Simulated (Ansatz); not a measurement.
**Ionic part of the dielectric constant of MgO at 16 GPa, mode by mode**

The calculation used DFT PBE, scalar-relativistic, plane waves, PAW (Ansatz 0.2.0). Settings: 420 eV plane-wave cutoff, Γ-centred 10×10×10 mesh, fixed occupations. No spin polarisation. Phonons by linear response, acoustic sum rule imposed.

It takes space group Fm-3m (No. 225, cubic). The conventional cell has a = 4.129 Å, b = 4.129 Å, c = 4.129 Å, α = 90.00°, β = 90.00°, γ = 90.00°. Around Mg (site symmetry m-3m) lie 6 O at 2.06 Å. O (site symmetry m-3m) has 6 Mg at 2.06 Å as nearest neighbours.

The primitive cell has V = 17.60 Å³ and ε∞,yy = 3.140. Each polar mode adds Δε = (4.92064×10⁷/V)·S/ν² along y, with S its oscillator strength in e²/amu, ν in cm⁻¹ and V in Å³.

Question: From these modes, find each Δε and ε0,yy.
| ν (cm⁻¹) | S_yy (e²/amu) |
| --- | --- |
| 448.4 | 0.3984 |

Answer:
```csv
ν (cm⁻¹),Δε
448.4,5.54
```

The sum is 5.539, so ε0,yy = 8.68; the run's tensor has 8.68.

Question: Where do the longitudinal modes lie for a wave vector along y?

Answer: At 746 cm⁻¹. The Lyddane–Sachs–Teller product Π(ν_LO/ν_TO)² = 2.76 matches ε0/ε∞ = 2.76.

Cost: 1 run of about 0.081 core-minutes, on Intel Xeon 6975P-C (Granite Rapids) (shared hosts).

Lattice polarisation dominates the static response of compressed MgO: the ionic term of 5.54 exceeds the electronic ε∞ of 3.140. All of it comes from the polar vibration in which the Mg and O sublattices move against each other, and cubic symmetry makes the result the same along every axis. The oscillator strength, taken with the reduced mass of the pair, implies a Born effective charge close to the formal ionic charge, as expected for a strongly ionic oxide with little dynamical charge transfer. The wide gap keeps electronic screening weak, so the macroscopic field of the longitudinal mode adds a large restoring force and lifts it from 448.4 to 746 cm⁻¹. Because the ionic term scales with the inverse square of the transverse frequency, compression should lower it mainly by stiffening the short-range Mg–O repulsion, though a single volume cannot establish that trend. The Lyddane–Sachs–Teller agreement shows internal consistency, not the accuracy of the frequency or the dielectric constant.
